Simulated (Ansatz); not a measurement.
Input and output for Si (bcc type): DFT, PBE, all-electron LAPW, scalar-relativistic (Ansatz 0.2.0). This run: volume at 0.45 of the series' base cell.

The cell comes from a relaxation on PAW files under the same functional, begun from a prototype that needn't be the stable phase.

Command: `ansatz run input.yaml --threads 1 --pin off --max-ram 2048MiB --backend cpu --events-out ev --progress --plain --runs-dir out` It took 4 s on 1 thread of Intel(R) Xeon(R) 6975P-C (Granite Rapids) (shared host), peak memory 0.29 GiB.

```yaml
crystal:
  lattice:
    - [-1.1810192421, 1.1810192421, 1.1810192421]
    - [1.1810192421, -1.1810192421, 1.1810192421]
    - [1.1810192421, 1.1810192421, -1.1810192421]
  atoms:
    - { symbol: Si, position: [0.0, 0.0, 0.0] }
kpoints:
  mp_grid: { grid: [17, 17, 17] }
scf:
  occupations: { method: fermi_dirac, width: 0.05 }
hamiltonian:
  xc: pbe
  pseudopotentials: { kind: all_electron, lapw: { basis_error: 0.001 } }
output:
  forces: true
  stress: true
  eigenvalues: true
  populations: true
```

Output:

```
Si: projections on atomic orbitals take those of the free atom 1s2 2s2 2p6 3s2 3p2, of charge +0.00 (hamiltonian.pseudopotentials.projection_atoms)
LAPW: plane waves up to 9.300 Å⁻¹, error target 1.0e-3 eV per atom; small_component_spin mean_spin; Si in spheres of 1.023 Å, 12 of its electrons in bands, Dirac shells [] (how accurate: hamiltonian.pseudopotentials.lapw.basis_error, Limitations)
Engine: ansatz 0.2.0
Pseudopotentials: kind: all_electron
Pseudopotential: Si, LAPW, valence charge 12, lapw/all_electron/scalar/gaussian/Si, Koelling and Harmon's equation, gaussian nucleus
Functional definition: PBE
  parameter kappa = 0.804
  parameter beta = 0.06672455060314922
  exchange = pbe_x(kappa = kappa, mu = beta*pi^2/3)
  correlation = pbe_c(beta = beta)
Crystal: 1 atoms, lattice volume = 6.589 Å³
Basis set: ecut = 329.5602490990506 eV, 87 PW (Γ), exchange–correlation at level 2
Bands: 10, of which v1, the nominal top of the filled ones, is band 6 counted from 1 (5 counted from 0)
Symmetry: 48 space group operations
Space group: Im-3m (ITA 229), of the structure as read, at distance tolerance 1.9e-5 Å
k-points: 165 of 4913
Non-local potential: Si, projectors of the file, none
Initial density: superposition of atomic densities (chi_scale 0.1, normalization cell)
Initial wavefunctions: plane waves of lowest kinetic energy (no species holds an atomic orbital)
Functional: x = pbe(κ = 0.804, μ = 0.2195149727645171), c = pbe(β = 0.06672455060314922)
iter 1 solved again at ethr=1.71e-4 eV; its pass at ethr=1.00e-1 eV (dr2=2.05e-2 eV) is discarded
SCF iter   1: F=—  HF=-7886.868386 eV  |F-HF|=—  |Δ(HF+E_count)|=         —  Δρ=3.03e-2  dr2=2.06e-2  ethr=1.71e-4  ⟨swp⟩=3.4  Hψ=12828  notcnv=0
preconditioner: auto → none  [metal: Δε(μ)=0.085 eV  Ē_g=23.051 eV  σ=0.050 eV  W_gap=0.39  n_scr=0 (ndim 8)  ℏωp=28.9 eV  f_vac=0.000  D(μ)=0.27/eV (n_scr^D=0)]
SCF iter   2: F=—  HF=-7886.815514 eV  |F-HF|=—  |Δ(HF+E_count)|=   5.29e-2  Δρ=1.33e-2  dr2=3.70e-3  ethr=1.71e-4  ⟨swp⟩=2.0  Hψ=4670  notcnv=0
iter 3 solved again at ethr=1.06e-7 eV; its pass at ethr=3.09e-5 eV (dr2=1.28e-5 eV) is discarded
SCF iter   3: F=—  HF=-7886.804077 eV  |F-HF|=—  |Δ(HF+E_count)|=   1.14e-2  Δρ=8.90e-4  dr2=1.29e-5  ethr=1.06e-7  ⟨swp⟩=3.0  Hψ=8275  notcnv=0
SCF iter   4: F=—  HF=-7886.804073 eV  |F-HF|=—  |Δ(HF+E_count)|=   4.42e-6  Δρ=2.66e-4  dr2=1.61e-6  ethr=1.06e-7  ⟨swp⟩=2.0  Hψ=4024  notcnv=0
SCF iter   5: F=-7886.804073 eV  HF=-7886.804073 eV  |F-HF|=4.74e-10  |Δ(HF+E_count)|=   6.26e-7  Δρ=2.45e-6  dr2=1.20e-10  ethr=1.34e-8  ⟨swp⟩=2.0  Hψ=4024  notcnv=0
SCF 1 converged in 5 iterations: F = -7886.804073 eV  dr2 = 1.20e-10
SCF converged after 5 iterations
Free energy (F): -7886.804073 eV
Harris-Foulkes:  -7886.804073 eV  (|F-HF|=4.74e-10)
Internal energy: -7886.801454 eV  (E = F + TS)
E sigma→0 (E₀):  -7886.802764 eV
Entropy (-TS):   -0.002619 eV (-2.619 meV/atom)
Fermi energy:    29.107430 eV
--- Per-component energies (eV) ---
  E_band       = -500.886699
  E_kinetic    = 7956.125428
  E_xc         = -579.009003
  E_electrostatic = -15263.917880  (all electrons and nuclei)
  E_smearing   = -0.002619  (= −TS)
  E_closure    = 0.000000  (closes the sum)
  E_atoms      = -7886.856883  (free atoms, spherical and without spin; not in F)
  Σ components = -7886.804073   (vs F -7886.804073, Δ=0.00e0)
  Basis errors (estimates in eV, not in F): energy 3.6e-4 per atom: plane waves 3.2e-4 (1.7e-4 summed), levels above the bands 9.2e-195, relativity 6.0e-9, radial functions 4.6e-5, core shells 5.3e-14; eigenvalues (radial functions only) 8.0e-6; not estimated: angular momenta, meshes, grids; target (lapw.basis_error) 1.0e-3; muffin-tin radii Si 1.023 Å
--- Forces (eV/Å), atoms counted from 1 ---
  atom   1  Si    -0.00000000     0.00000000     0.00000000
  max |Σ_I F_I| component: 8.63e-32 eV/Å
--- Stress (GPa, compression-positive) ---
      390.066508      -0.000000      -0.000000
       -0.000000     390.066508       0.000000
       -0.000000       0.000000     390.066508
  P = ⅓ Tr σ = 390.0665 GPa (3900.665 kbar)
--- Band table (eV; the first three rows and the last of 165) ---
  k-point 0: bands = ["-105.4873", "-61.3394", "-61.3394", "-61.3394", "5.5843", "45.9427", "45.9427", "45.9427", "51.7304", "51.7304"]
  k-point 1: bands = ["-105.4851", "-61.3473", "-61.3421", "-61.3394", "5.7623", "44.6339", "45.2234", "45.6814", "50.2165", "50.7350"]
  k-point 2: bands = ["-105.4790", "-61.3701", "-61.3497", "-61.3393", "6.2942", "41.1904", "43.6482", "45.0373", "49.0477", "49.3536"]
  k-point 164: bands = ["-105.3786", "-61.5086", "-61.5073", "-61.5073", "25.8104", "27.4630", "29.0134", "29.0134", "30.4891", "43.7006"]
--- Löwdin populations: 1 site ---
  site symbol       q [e]
     0     Si     13.7883
  spilling = 0.015124 (of n_electrons = 14.000000)
```

populations.tsv:

```
# site	symbol	l	j	q
# orbitals = lowdin
# n_electrons = 14.000000
# spilling = 0.015124
# projection_atom_Si: 1s2 2s2 2p6 3s2 3p2
0	Si	0_1S	-	1.999477
0	Si	0_2S	-	1.961370
0	Si	0_3S	-	1.011435
0	Si	1_2P	-	5.986666
0	Si	1_3P	-	2.829322
```

Next run (volume at 0.4 of the series' base cell), as changes to the input before:

```diff
   lattice:
-    - [-1.1810192421, 1.1810192421, 1.1810192421]
-    - [1.1810192421, -1.1810192421, 1.1810192421]
-    - [1.1810192421, 1.1810192421, -1.1810192421]
+    - [-1.135549663, 1.135549663, 1.135549663]
+    - [1.135549663, -1.135549663, 1.135549663]
+    - [1.135549663, 1.135549663, -1.135549663]
   atoms:
   mp_grid: { grid: [17, 17, 17] }
+  band_path:
+    path:
+      - [0.0, 0.0, 0.0]
+      - [0.5, -0.5, 0.5]
+      - [0.0, 0.0, 0.5]
+      - [0.0, 0.0, 0.0]
+      - [0.25, 0.25, 0.25]
+      - [0.5, -0.5, 0.5]
+      - [0.25, 0.25, 0.25]
+      - [0.0, 0.0, 0.5]
+    npoints: 8
 scf:
   populations: true
+  dos: { projected: true, de: 0.2, e_range: [-14, 8] }
```

Command: `ansatz run input.yaml --threads 1 --pin off --max-ram 2048MiB --backend cpu --events-out ev --progress --plain --runs-dir out` It took 5.1 s on 1 thread of Intel(R) Xeon(R) 6975P-C (Granite Rapids) (shared host), peak memory 0.29 GiB.

Results part of the output:

```
SCF 1 converged in 5 iterations: F = -7884.649940 eV  dr2 = 1.33e-10
NSCF: frozen V_eff on 57 k-points
SCF converged after 5 iterations
Free energy (F): -7884.649940 eV
Harris-Foulkes:  -7884.649940 eV  (|F-HF|=6.91e-10)
Internal energy: -7884.647744 eV  (E = F + TS)
E sigma→0 (E₀):  -7884.648842 eV
Entropy (-TS):   -0.002195 eV (-2.195 meV/atom)
Fermi energy:    32.622999 eV
--- Per-component energies (eV) ---
  E_band       = -463.331285
  E_kinetic    = 7967.655687
  E_xc         = -581.162309
  E_electrostatic = -15271.141122  (all electrons and nuclei)
  E_smearing   = -0.002195  (= −TS)
  E_closure    = 0.000000  (closes the sum)
  E_atoms      = -7886.856883  (free atoms, spherical and without spin; not in F)
  Σ components = -7884.649940   (vs F -7884.649940, Δ=0.00e0)
  Basis errors (estimates in eV, not in F): energy 3.3e-4 per atom: plane waves 2.9e-4 (1.6e-4 summed), levels above the bands 1.9e-215, relativity 1.5e-8, radial functions 3.7e-5, core shells 2.3e-13; eigenvalues (radial functions only) 8.3e-6; not estimated: angular momenta, meshes, grids; target (lapw.basis_error) 1.0e-3; muffin-tin radii Si 0.983 Å
--- Forces (eV/Å), atoms counted from 1 ---
  atom   1  Si    -0.00000000    -0.00000000     0.00000000
  max |Σ_I F_I| component: 3.45e-31 eV/Å
--- Stress (GPa, compression-positive) ---
      564.622626      -0.000000      -0.000000
       -0.000000     564.622626       0.000000
       -0.000000       0.000000     564.622626
  P = ⅓ Tr σ = 564.6226 GPa (5646.226 kbar)
--- Band table (eV; the first three rows and the last of 165) ---
  k-point 0: bands = ["-102.2035", "-57.9545", "-57.9545", "-57.9545", "7.4121", "50.2228", "50.2228", "50.2228", "56.3990", "56.3990"]
  k-point 1: bands = ["-102.2000", "-57.9667", "-57.9584", "-57.9545", "7.6039", "48.8705", "49.4259", "50.0395", "54.7421", "55.3990"]
  k-point 2: bands = ["-102.1898", "-58.0016", "-57.9699", "-57.9545", "8.1767", "45.2266", "47.6945", "49.5683", "53.6788", "53.8887"]
  k-point 164: bands = ["-102.0248", "-58.2086", "-58.2065", "-58.2065", "28.6226", "30.0490", "32.7684", "32.7684", "34.0288", "50.2542"]
--- Löwdin populations: 1 site ---
  site symbol       q [e]
     0     Si     13.7641
  spilling = 0.016848 (of n_electrons = 14.000000)
```
